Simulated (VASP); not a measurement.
A run of VASP 6.6.1:

INCAR

```
PREC = Accurate
ENCUT = 580
EDIFF = 1E-7
ISMEAR = 0
SIGMA = 0.1
LREAL = False
LASPH = True
NELM = 100
ALGO = Normal
ISIF = 3
LWAVE = False
LCHARG = False
GGA = PS
IBRION = 2
NSW = 90
EDIFFG = -0.005
```

File KPOINTS:

```
Automatic mesh
0
Gamma
  18 18 18
```

Contents of POSCAR:

```
Au
1.0
   -1.6198059000      1.6198059000      1.6198059000
    1.6198059000     -1.6198059000      1.6198059000
    1.6198059000      1.6198059000     -1.6198059000
Au
1
Direct
    0.0000000000      0.0000000000      0.0000000000
```

Potentials or basis: VASP PAW PBE potentials, release 64 (Au).

Launch:

```sh
$ cat potpaw_PBE.64/Au/POTCAR > POTCAR
$ mpirun -np 1 vasp_std > vasp.out
```

Hardware: 1 thread of Intel(R) Xeon(R) Platinum 8488C (Sapphire Rapids) (shared host).

Q: Estimate the wall time of this run.

A: Run time: 22 s on 1 thread of Intel(R) Xeon(R) Platinum 8488C (Sapphire Rapids), on a shared host, peak memory 0.17 GiB. Counts: scf iterations 21, k points 195, ion steps 3.
